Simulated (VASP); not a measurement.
# VASP 6.6.1 run: SrO

INCAR

```
NELM = 70
SIGMA = 0.01
NBANDS = 15
ISIF = 2
ALGO = All
METAGGA = R2SCAN
ISMEAR = 0
IBRION = -1
LWAVE = .FALSE.
LREAL = .FALSE.
EDIFF = 1E-7
LASPH = .TRUE.
NELECT = 16.1
ENCUT = 520
PREC = Accurate
LCHARG = .FALSE.
NSW = 0
```

KPOINTS

```
KPOINTS created by Atomic Simulation Environment
0
Gamma
8 8 8
0 0 0
```

POSCAR

```
Sr O
 1.0000000000000000
     0.0000000000000000    2.4766966328000000    2.4766966328000000
     2.4766966328000000    0.0000000000000000    2.4766966328000000
     2.4766966328000000    2.4766966328000000    0.0000000000000000
 Sr  O
   1   1
Cartesian
  0.0000000000000000  0.0000000000000000  0.0000000000000000
  2.4766966328000000  2.4766966328000000  2.4766966328000000
```

The recommended PBE PAW datasets give the neutral cell 16 valence electrons.

Command

```
mpirun -np 1 vasp_std
```

OSZICAR

```
N       E                     dE             d eps       ncg     rms           ort
DAV:   1     0.520105433958E+02    0.52011E+02   -0.10247E+04   435   0.114E+03
DAV:   2    -0.310300429548E+02   -0.83041E+02   -0.76040E+02   435   0.233E+02
DAV:   3    -0.340896254614E+02   -0.30596E+01   -0.30434E+01   435   0.404E+01
DAV:   4    -0.341341134478E+02   -0.44488E-01   -0.44484E-01   435   0.505E+00
DAV:   5    -0.341351377288E+02   -0.10243E-02   -0.10243E-02   435   0.606E-01
SDA:   6    -0.226432425112E+02    0.11492E+02   -0.10243E-02   435   0.154E+02   0.000E+00
CGA:   7    -0.259690052928E+02   -0.33258E+01   -0.33438E+01   435   0.577E+00  -0.597E+00
CGA:   8    -0.262366121074E+02   -0.26761E+00   -0.26806E+00   435   0.861E-01  -0.330E-02
CGA:   9    -0.262671457055E+02   -0.30534E-01   -0.30657E-01   435   0.116E-01  -0.763E-03
CGA:  10    -0.262705742057E+02   -0.34285E-02   -0.34217E-02   435   0.204E-02   0.108E-03
CGA:  11    -0.262715855550E+02   -0.10113E-02   -0.10030E-02   435   0.380E-03   0.348E-04
CGA:  12    -0.262717646214E+02   -0.17907E-03   -0.17655E-03   435   0.548E-04   0.133E-04
CGA:  13    -0.262717859598E+02   -0.21338E-04   -0.21402E-04   435   0.108E-04  -0.751E-06
CGA:  14    -0.262717897562E+02   -0.37964E-05   -0.37865E-05   435   0.221E-05   0.173E-06
CGA:  15    -0.262717908087E+02   -0.10526E-05   -0.10200E-05   435   0.433E-06   0.213E-06
CGA:  16    -0.262717910354E+02   -0.22662E-06   -0.21341E-06   435   0.653E-07   0.988E-07
SDA:  17    -0.262717911374E+02   -0.10206E-06   -0.10137E-06   435   0.490E-07  -0.382E-07
SDA:  18    -0.262717911405E+02   -0.30743E-08   -0.82701E-08   435   0.133E-07   0.236E-07
   1 F= -.26271791E+02 E0= -.26271674E+02  d E =-.233321E-03
```

Standard output (part)

```
POSCAR found type information on POSCAR SrO
 POSCAR found :  2 types and       2 ions
 LDA part: xc-table for (None), standard interpolation
 POSCAR, INCAR and KPOINTS ok, starting setup
 WAVECAR not read
 entering main loop
 gam= 0.000 g(H,U,f)=  0.879E+01 0.665E+01-0.353-132 ort(H,U,f) = 0.000E+00 0.000E+00 0.000E+00
 gam= 0.000 trial= 0.400  step=  0.4332 mean=  0.4000
 gam= 0.037 g(H,U,f)=  0.459E+00 0.118E+00 0.000E+00 ort(H,U,f) =-0.151E+01 0.911E+00 0.000E+00
 gam= 0.037 trial= 0.403  step=  0.9669 mean=  0.4033
 gam= 0.149 g(H,U,f)=  0.649E-01 0.211E-01 0.000E+00 ort(H,U,f) =-0.704E-01 0.671E-01 0.000E+00
 gam= 0.149 trial= 0.460  step=  0.7166 mean=  0.4597
 gam= 0.134 g(H,U,f)=  0.779E-02 0.377E-02 0.000E+00 ort(H,U,f) = 0.457E-02-0.534E-02 0.000E+00
 gam= 0.134 trial= 0.485  step=  0.5975 mean=  0.4854
 gam= 0.176 g(H,U,f)=  0.153E-02 0.511E-03 0.000E+00 ort(H,U,f) =-0.889E-03 0.998E-03 0.000E+00
 gam= 0.176 trial= 0.497  step=  0.9752 mean=  0.4966
 gam= 0.186 g(H,U,f)=  0.270E-03 0.109E-03 0.000E+00 ort(H,U,f) =-0.154E-03 0.189E-03 0.000E+00
 gam= 0.186 trial= 0.544  step=  0.9147 mean=  0.5444
 gam= 0.144 g(H,U,f)=  0.500E-04 0.483E-05 0.000E+00 ort(H,U,f) = 0.148E-04-0.155E-05 0.000E+00
 gam= 0.144 trial= 0.581  step=  0.7548 mean=  0.5815
 gam= 0.196 g(H,U,f)=  0.913E-05 0.163E-05 0.000E+00 ort(H,U,f) = 0.114E-06-0.864E-06 0.000E+00
 gam= 0.196 trial= 0.599  step=  0.7138 mean=  0.5988
...
```

From OUTCAR

```
k-points           NKPTS =     29   k-points in BZ     NKDIM =     29   number of bands    NBANDS=     15

   NELECT =      16.1000    total number of electrons

   dimension x,y,z NGX =    28 NGY =   28 NGZ =   28
   dimension x,y,z NGXF=    56 NGYF=   56 NGZF=   56

  energy-cutoff  :      520.00
  volume of cell :       30.38
      direct lattice vectors                 reciprocal lattice vectors
     0.000000000  2.476696633  2.476696633    -0.201881810  0.201881810  0.201881810
     2.476696633  0.000000000  2.476696633     0.201881810 -0.201881810  0.201881810
     2.476696633  2.476696633  0.000000000     0.201881810  0.201881810 -0.201881810

 k-points in reciprocal lattice and weights: KPOINTS created by Atomic Simulation Env
   0.00000000  0.00000000  0.00000000       0.002
   0.12500000  0.00000000  0.00000000       0.016
   0.25000000  0.00000000  0.00000000       0.016
   0.37500000  0.00000000  0.00000000       0.016
   0.50000000  0.00000000  0.00000000       0.008
   0.12500000  0.12500000  0.00000000       0.012
   0.25000000  0.12500000  0.00000000       0.047
   0.37500000  0.12500000  0.00000000       0.047
   ...

 E-fermi :   6.0576

 k-point     1 :       0.0000    0.0000    0.0000
  band No.  band energies     occupation
      1     -31.2154      2.00000
      2     -14.3335      2.00000
      3     -12.0933      2.00000
      4     -12.0933      2.00000
      5     -12.0933      2.00000
      6       1.8323      2.00000
      7       1.8323      2.00000
      8       1.8323      2.00000
      9       7.3710      0.00000
     10       8.8556      0.00000
     11       8.8556      0.00000
     12       8.8556      0.00000
     13      11.4643      0.00000
     14      11.4643      0.00000
     15      15.6907      0.00000

 k-point     2 :       0.1250    0.0000    0.0000
  band No.  band energies     occupation
      1     -31.1825      2.00000
      2     -14.6543      2.00000
      3     -12.1079      2.00000
      4     -12.1079      2.00000
      5     -11.8481      2.00000
      6       1.3747      2.00000
      7       1.5927      2.00000
      8       1.5927      2.00000
      9       8.0987      0.00000
     10       8.6895      0.00000
     11       9.2103      0.00000
     12       9.2103      0.00000
     13      11.9634      0.00000
     14      11.9634      0.00000
     15      16.8448      0.00000

 k-point     3 :       0.2500    0.0000    0.0000
  band No.  band energies     occupation
      1     -31.1016      2.00000
      2     -15.2649      2.00000
      3     -12.1424      2.00000
      4     -12.1424      2.00000
      5     -11.4219      2.00000
      6       0.4880      2.00000
      7       1.0784      2.00000
      8       1.0784      2.00000
      9       8.6785      0.00000
     10       9.7243      0.00000
     11      10.1797      0.00000
     12      10.1797      0.00000
     13      13.2012      0.00000
     14      13.2012      0.00000
     15      19.2368      0.00000

 ...

  Total        3.5137802      3.5137802      3.5137802     -0.0000000     -0.0000000      0.0000000
  in kB      185.2834987    185.2834987    185.2834987     -0.0000000     -0.0000000      0.0000000
  external PRESSURE =     185.2834987 kB  Pullay stress =       0.0000000 kB

 POSITION                                       TOTAL-FORCE (eV/Angst)
 -----------------------------------------------------------------------------------
      0.00000      0.00000      0.00000        -0.000000     -0.000000      0.000000
      2.47670      2.47670      2.47670         0.000000      0.000000     -0.000000
 -----------------------------------------------------------------------------------
    total drift:                                0.000000      0.000000      0.000000

  FREE ENERGIE OF THE ION-ELECTRON SYSTEM (eV)
  ---------------------------------------------------
  free  energy   TOTEN  =       -26.2717911405 eV

  energy  without entropy=      -26.2715578197  energy(sigma->0) =      -26.27167448
```

It converged. Results: pressure 18.5 GPa.

The cell is charged and sits in a uniform background.

For comparison, a separate r²SCAN run of the intended cell, on usual settings and not on those above, gives a gap of 3.64 eV on its mesh and a pressure of 16.0 GPa.

The run above took about 69 s on one core of a shared host (Intel Xeon Platinum 8488C) and held 0.18 GiB at most.
